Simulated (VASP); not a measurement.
# Mg (P6_3/mmc) in VASP: notebook

The runs below take Mg through single point, with r2SCAN.

Everything below comes from runs of VASP 6.6.1. Logs are shortened: lines on timing, memory, paths and dates and some standing lists are left out, and cuts for length are marked.

**1. Starting point**

Symmetry: P6_3/mmc, No. 194, hexagonal system. The conventional cell has a = 3.209 Å, b = 3.209 Å, c = 5.210 Å, α = 90.00°, β = 90.00°, γ = 120.00°. Mg (site symmetry -6m2) has 12 Mg at 3.20 to 3.21 Å as nearest neighbours.

**2. Single point, r2SCAN**

Contents of POSCAR:

```
Mg
1.0
    3.2093000000      0.0000000000      0.0000000000
   -1.6046500000      2.7793353284      0.0000000000
    0.0000000000      0.0000000000      5.2103000000
Mg
2
Direct
    0.3333333333      0.6666666667      0.2500000000
    0.6666666667      0.3333333333      0.7500000000
```

Contents of INCAR.step1:

```
SYSTEM = Mg
PREC     = Accurate       ! precision mode
ENCUT    = 520            ! plane-wave cutoff, eV
ISMEAR   = 0              ! smearing method
SIGMA    = 0.1            ! smearing width, eV
LREAL    = .False.        ! projectors in reciprocal space
LASPH    = .True.         ! aspherical terms in the spheres
NELM     = 100            ! most SCF steps
NBANDS   = 9              ! bands
GGA      = PE             ! functional
ALGO     = Normal         ! electronic algorithm
EDIFF    = 1E-4           ! SCF threshold, eV
LWAVE    = .True.         ! write WAVECAR
LCHARG   = .False.        ! write CHGCAR
```

Contents of INCAR.step2:

```
SYSTEM = Mg
PREC     = Accurate       ! precision mode
ENCUT    = 520            ! plane-wave cutoff, eV
EDIFF    = 1E-6           ! SCF threshold, eV
ISMEAR   = 0              ! smearing method
SIGMA    = 0.1            ! smearing width, eV
LREAL    = .False.        ! projectors in reciprocal space
LASPH    = .True.         ! aspherical terms in the spheres
NELM     = 100            ! most SCF steps
ALGO     = Normal         ! electronic algorithm
ISIF     = 2              ! what is computed and relaxed
LWAVE    = .False.        ! write WAVECAR
LCHARG   = .False.        ! write CHGCAR
METAGGA  = R2SCAN         ! meta-GGA
LMIXTAU  = .True.       
NBANDS   = 9              ! bands
ISTART   = 1
```

Contents of KPOINTS:

```
regular mesh
0
Gamma
  6 6 4
  0 0 0
```

Potentials or basis: VASP PAW PBE potentials, release 64 (Mg).

Run with:

```console
> cat potpaw_PBE.64/Mg/POTCAR > POTCAR
> cp INCAR.step1 INCAR
> mpirun -np 1 vasp_std > vasp.out
> cp INCAR.step2 INCAR
> mpirun -np 1 vasp_std > vasp.out
```

OUTCAR:

```text
SYSTEM = Mg
   PREC = Accurate
   ENCUT = 520
   EDIFF = 1E-6
   ISMEAR = 0
   LREAL = .False.
   LASPH = .True.
   NELM = 100
   ISIF = 2
   METAGGA = R2SCAN
   ISTART = 1

 ion  position               nearest neighbor table
   1  0.333  0.667  0.250-   2 3.20   2 3.20   2 3.20   2 3.20   2 3.20   2 3.20
   2  0.667  0.333  0.750-   1 3.20   1 3.20   1 3.20   1 3.20   1 3.20   1 3.20

  LATTYP: Found a hexagonal cell.
 ALAT       =     3.2093000000
 C/A-ratio  =     1.6235004518

  Lattice vectors:

 A1 = (   3.2093000000,   0.0000000000,   0.0000000000)
 A2 = (  -1.6046500000,   2.7793353284,   0.0000000000)
 A3 = (   0.0000000000,   0.0000000000,   5.2103000000)

Analysis of symmetry for initial positions (statically):
=====================================================================
 Subroutine PRICEL returns:
 Original cell was already a primitive cell.

 Routine SETGRP: Setting up the symmetry group for a
 hexagonal supercell.

 Subroutine GETGRP returns: Found 24 space group operations
 (whereof 12 operations were pure point group operations)
 out of a pool of 24 trial point group operations.

The static configuration has the point symmetry D_3d.
 The point group associated with its full space group is D_6h.

Analysis of symmetry for dynamics (positions and initial velocities):
=====================================================================
 Subroutine PRICEL returns:
 Original cell was already a primitive cell.

 Routine SETGRP: Setting up the symmetry group for a
 hexagonal supercell.

 Subroutine GETGRP returns: Found 24 space group operations
 (whereof 12 operations were pure point group operations)
 out of a pool of 24 trial point group operations.

The dynamic configuration has the point symmetry D_3d.
 The point group associated with its full space group is D_6h.

 Subroutine INISYM returns: Found 24 space group operations
 (whereof 12 operations are pure point group operations),
 and found     1 'primitive' translations

----------------------------------------------------------------------------------------

                                     Primitive cell

  volume of cell :      46.4744

  direct lattice vectors                    reciprocal lattice vectors
     3.209300000  0.000000000  0.000000000     0.311594429  0.179899127  0.000000000
    -1.604650000  2.779335328  0.000000000     0.000000000  0.359798255  0.000000000
     0.000000000  0.000000000  5.210300000     0.000000000  0.000000000  0.191927528

  length of vectors
     3.209300000  3.209300000  5.210300000     0.359798255  0.359798255  0.191927528

  position of ions in fractional coordinates (direct lattice)
     0.333333333  0.666666667  0.250000000
     0.666666667  0.333333333  0.750000000

  ion indices of the primitive-cell ions
   primitive index   ion index
                 1           1
                 2           2

----------------------------------------------------------------------------------------

 KPOINTS: regular mesh

Automatic generation of k-mesh.
 Grid dimensions read from file:
 generate k-points for:    6    6    4

 Generating k-lattice:

  Cartesian coordinates                     Fractional coordinates (reciprocal lattice)
     0.051932405  0.029983188  0.000000000     0.166666667 -0.000000000  0.000000000
     0.000000000  0.059966376  0.000000000     0.000000000  0.166666667  0.000000000
     0.000000000  0.000000000  0.047981882     0.000000000  0.000000000  0.250000000

  Length of vectors
     0.059966376  0.059966376  0.047981882

  Shift w.r.t. Gamma in fractional coordinates (k-lattice)
     0.000000000  0.000000000  0.000000000

 Subroutine IBZKPT returns following result:
 ===========================================

 Found     21 irreducible k-points:

 Following reciprocal coordinates:
            Coordinates               Weight
  0.000000  0.000000  0.000000      1.000000
  0.166667  0.000000  0.000000      6.000000
  0.333333  0.000000  0.000000      6.000000
  0.500000  0.000000  0.000000      3.000000
  0.166667  0.166667  0.000000      6.000000
  0.333333  0.166667  0.000000     12.000000
[... 13 lines left out ...]
  0.333333  0.166667  0.500000     12.000000
  0.333333  0.333333  0.500000      2.000000
   k-points           NKPTS =     21   k-points in BZ     NKDIM =     21   number of bands    NBANDS=      9
   number of dos      NEDOS =    301   number of ions     NIONS =      2
   total plane-waves  NPLWV =  23040
   dimension x,y,z NGX =    24 NGY =   24 NGZ =   40
   dimension x,y,z NGXF=    48 NGYF=   48 NGZF=   80
   ions per type =               2
   NGX,Y,Z   is equivalent  to a cutoff of  12.43, 12.43, 12.76 a.u.
   NGXF,Y,Z  is equivalent  to a cutoff of  24.86, 24.86, 25.53 a.u.
 SYSTEM =  Mg
   PREC   = accura    normal or accurate (medium, high low for compatibility)
   ISTART =      1    job   : 0-new  1-cont  2-samecut
   ICHARG =      0    charge: 1-file 2-atom 10-const
   ISPIN  =      1    spin polarized calculation?
   LNONCOLLINEAR =      F non collinear calculations
   LSORBIT =      F    spin-orbit coupling
   LASPH  =      T    aspherical Exc in radial PAW
   ENCUT  =  520.0 eV  38.22 Ry    6.18 a.u.   5.97  5.97  9.69*2*pi/ulx,y,z
   NELM   =    100;   NELMIN=  2; NELMDL=  0     # of ELM steps
   EDIFF  = 0.1E-05   stopping-criterion for ELM
   LREAL  =      F    real-space projection
   EDIFFG = 0.1E-04   stopping-criterion for IOM
   NSW    =      0    number of steps for IOM
   IBRION =     -1    ionic relax: 0-MD 1-quasi-New 2-CG
   NFREE  =      0    steps in history (QN), initial steepest desc. (CG)
   ISIF   =      2    stress and relaxation
   ISYM   =      2    0-nonsym 1-usesym 2-fastsym
   POTIM  = 0.5000    time-step for ionic-motion
   TEBEG  =    0.0;   TEEND  =   0.0 temperature during run
   PSTRESS=    0.0 pullay stress
   NELECT =       4.0000    total number of electrons
   NUPDOWN=      -1.0000    fix difference up-down
   EMIN   =  10.00;   EMAX   =-10.00  energy-range for DOS
   EFERMI =   0.00;   METHOD = LEGACY
   ISMEAR =     0;   SIGMA  =   0.10  broadening in eV -4-tet -1-fermi 0-gaus
   EFERMI_NEDOS =   21; number of points for ismear=-14 and -15
   IALGO  =     38    algorithm
   IMIX   =      4    mixing-type and parameters
     AMIX     =   0.40;   BMIX     =  1.00
     AMIX_MAG =   1.60;   BMIX_MAG =  1.00
  volume/ion in A,a.u.               =      23.24       156.81
  Fermi-wavevector in a.u.,A,eV,Ry     =   0.722809  1.365911  7.108401  0.522453
  Thomas-Fermi vector in A             =   1.812866
   LORBIT       =      0    0 simple, 1 ext, 2 COOP (PROOUT), +10 PAW based schemes
   METAGGA = R2SCAN    functional components
   LHFCALC =     F    Hartree Fock is set to
   AEXX    =    0.0000 exact exchange contribution
   IVDW    =     0    specifies the selected vdW correction
   LEPSILON=     F    determine dielectric tensor
   LRPA    =     F    only Hartree local field effects (RPA)
 non-spin polarized calculation
 Gauss-broadening in eV      SIGMA  =   0.10
  energy-cutoff  :      520.00
  volume of cell :       46.47
 maximum number of plane-waves:      1272
 NGX is ok and might be reduce to    24
   NGX = 11   NGY = 11   NGZ = 19

 number of electron       4.0000000 magnetization

 Free energy of the ion-electron system (eV)
  ---------------------------------------------------
  ext. energy  EPLUGINS =         0.00000000
  ---------------------------------------------------
  free energy    TOTEN  =        -8.22447777 eV

  energy without entropy =       -8.21822003  energy(sigma->0) =       -8.22134890

 E-fermi :   2.3982     XC(G=0):  -9.0001

 val. band max:        2.3057550124   @ k =   0.1667   0.1667   0.0000
 cond. band min:       2.4279340130   @ k =   0.3333   0.1667   0.0000
 fundamental gap:      0.1221790006
 Fermi energy:         2.3981700273

 k-point     1 :       0.0000    0.0000    0.0000
  band No.  band energies     occupation
      1      -4.7517      2.00000
      2       0.6984      2.00000
      3       1.3880      2.00000
      4      14.2152      0.00000
      5      14.2152      0.00000
      6      14.3474      0.00000
      7      14.3474      0.00000
      8      15.1157      0.00000
      9      16.9344      0.00000

 k-point     2 :       0.1667    0.0000    0.0000
  band No.  band energies     occupation
      1      -4.1749      2.00000
      2       1.2337      2.00000
      3       1.9324      2.00000
      4       9.1267      0.00000
      5      11.8557      0.00000
      6      12.4780      0.00000
      7      14.1057      0.00000
      8      15.2081      0.00000
      9      16.6881      0.00000

 k-point     3 :       0.3333    0.0000    0.0000
  band No.  band energies     occupation
      1      -2.4645      2.00000
      2       2.8422      0.00000
      3       3.1963      0.00000
      4       4.7099      0.00000
      5       9.3150      0.00000
      6       9.5139      0.00000
      7      10.3968      0.00000
      8      12.4551      0.00000
      9      15.0448      0.00000

 k-point     4 :       0.5000    0.0000    0.0000
  band No.  band energies     occupation
      1       0.2368      2.00000
      2       0.3918      2.00000
      3       5.3822      0.00000
      4       5.6942      0.00000
      5       6.1231      0.00000
      6       6.5769      0.00000
      7       9.9115      0.00000
      8      11.6008      0.00000
      9      14.4883      0.00000
[... 169 lines left out ...]
 k-point    19 :       0.1667    0.1667    0.5000
  band No.  band energies     occupation
      1      -1.5868      2.00000
      2      -1.5868      2.00000
      3       7.7902      0.00000
      4       7.7902      0.00000
      5       8.2986      0.00000
      6       8.2986      0.00000
      7      10.4263      0.00000
      8      10.4263      0.00000
      9      17.6165      0.00000

 k-point    20 :       0.3333    0.1667    0.5000
  band No.  band energies     occupation
      1       0.6069      2.00000
      2       0.6069      2.00000
      3       3.9626      0.00000
      4       3.9626      0.00000
      5       7.2996      0.00000
      6       7.2996      0.00000
      7      12.0175      0.00000
      8      12.0175      0.00000
      9      14.8980      0.00000

 k-point    21 :       0.3333    0.3333    0.5000
  band No.  band energies     occupation
      1       2.7554      0.00000
      2       2.7554      0.00000
      3       3.1987      0.00000
      4       3.1987      0.00000
      5       4.4130      0.00000
      6       4.4130      0.00000
      7      14.2326      0.00000
      8      14.2326      0.00000
      9      14.3713      0.00000

------------------------ aborting loop because EDIFF is reached ----------------------------------------

  FORCE on cell =-STRESS in cart. coord.  units (eV):
  Direction    XX          YY          ZZ          XY          YZ          ZX
  --------------------------------------------------------------------------------------
  -------------------------------------------------------------------------------------
  Total       -0.4318149     -0.4318149     -0.2106587     -0.0000000      0.0000000      0.0000000
  in kB      -14.8865559    -14.8865559     -7.2623293     -0.0000000      0.0000000      0.0000000
  external PRESSURE =     -12.3451470 kB  Pullay stress =       0.0000000 kB

 VOLUME and BASIS-vectors are now :
 -----------------------------------------------------------------------------
  energy-cutoff  :      520.00
  volume of cell :       46.47
      direct lattice vectors                 reciprocal lattice vectors
     3.209300000  0.000000000  0.000000000     0.311594429  0.179899127  0.000000000
    -1.604650000  2.779335328  0.000000000     0.000000000  0.359798255  0.000000000
     0.000000000  0.000000000  5.210300000     0.000000000  0.000000000  0.191927528

 POSITION                                       TOTAL-FORCE (eV/Angst)
 -----------------------------------------------------------------------------------
     -0.00000      1.85289      1.30258         0.000000     -0.000000      0.000000
      1.60465      0.92645      3.90773        -0.000000      0.000000      0.000000
 -----------------------------------------------------------------------------------
    total drift:                                0.000000     -0.000000      0.000000

  FREE ENERGIE OF THE ION-ELECTRON SYSTEM (eV)
  ---------------------------------------------------
  free  energy   TOTEN  =        -8.2244777738 eV

  energy  without entropy=       -8.2182200255  energy(sigma->0) =       -8.22134890
```

Wall time 22 s (1 thread of Intel Xeon Platinum 8259CL at 2.50GHz (Skylake/Cascade Lake), shared host); peak memory 0.16 GiB.

Results:

```
Free energy            : -8.2245 eV
Pressure               : -1.2 GPa
Band gap on the k mesh : none (metal or under the smearing width)
```

Caveat: the k mesh is coarse (spacing up to 0.38 Å⁻¹), so the values aren't converged; the PAW data sets were made with another functional, which shifts forces and pressure a little.

**3. Single point, r2SCAN ((0 0 1) slab cut from the bulk)**

Contents of POSCAR:

```
Mg
1.0
    3.1922220223      0.0000000000      0.0000000000
   -1.5961110112      2.7645453658      0.0000000000
    0.0000000000      0.0000000000     25.2130243169
Mg
5
Direct
    0.3333333333      0.6666666667      0.2974653063
    0.6666666667      0.3333333333      0.3987326531
    0.3333333333      0.6666666667      0.5000000000
    0.6666666667      0.3333333333      0.6012673469
    0.3333333333      0.6666666667      0.7025346937
```

Contents of INCAR.step1:

```
  PREC = Accurate
  ENCUT = 520
  ISMEAR = 0
  SIGMA = 0.1
  LREAL = F
  LASPH = T
  NELM = 100
  LDIPOL = T
  IDIPOL = 3
  DIPOL = 0.5 0.5 0.500
  NBANDS = 13
  GGA = PE
  ALGO = Normal
  EDIFF = 1E-4
  LWAVE = T
  LCHARG = F
```

Contents of INCAR.step2:

```
  PREC = Accurate
  ENCUT = 520
  EDIFF = 1E-7
  ISMEAR = 0
  SIGMA = 0.1
  LREAL = F
  LASPH = T
  NELM = 100
  ALGO = Normal
  ISIF = 2
  LWAVE = F
  LCHARG = F
  LDIPOL = T
  IDIPOL = 3
  DIPOL = 0.5 0.5 0.500
  METAGGA = R2SCAN
  LMIXTAU = T
  NBANDS = 13
  ISTART = 1
```

Contents of KPOINTS:

```
regular mesh
0
Gamma
  12 12 1
```

Potentials or basis: VASP PAW PBE potentials, release 64 (Mg).

Run with:

```console
> cat potpaw_PBE.64/Mg/POTCAR > POTCAR
> cp INCAR.step1 INCAR
> mpirun -np 1 vasp_std > vasp.out
> cp INCAR.step2 INCAR
> mpirun -np 1 vasp_std > vasp.out
```

Wall time 4.8 min (1 thread of Intel Xeon Platinum 8259CL at 2.50GHz (Skylake/Cascade Lake), shared host); peak memory 0.37 GiB.

It converged, with:

- Free energy: -20.0391 eV
- Largest force: 0.075 eV/Å
- Band gap on the k mesh: none (metal or under the smearing width)

Forces on the atoms (eV/Å):
```
Mg   0.000  0.000 -0.075
Mg   0.000  0.000  0.060
Mg   0.000  0.000  0.000
Mg   0.000  0.000 -0.060
Mg   0.000  0.000  0.075
```

Levels at points of the mesh, in eV from the Fermi level:
```csv
k point,band 2,band 3,band 4,band 5,band 6,band 7,band 8,band 9
"(0.00, 0.00, 0.00)",-6.62,-5.64,-4.29,-2.59,-1.20,1.03,2.76,3.64
"(0.50, 0.00, 0.00)",-2.01,-1.69,-1.44,-0.96,-0.11,0.72,0.98,2.36
```

Caveat: the PAW data sets were made with another functional, which shifts forces and pressure a little.
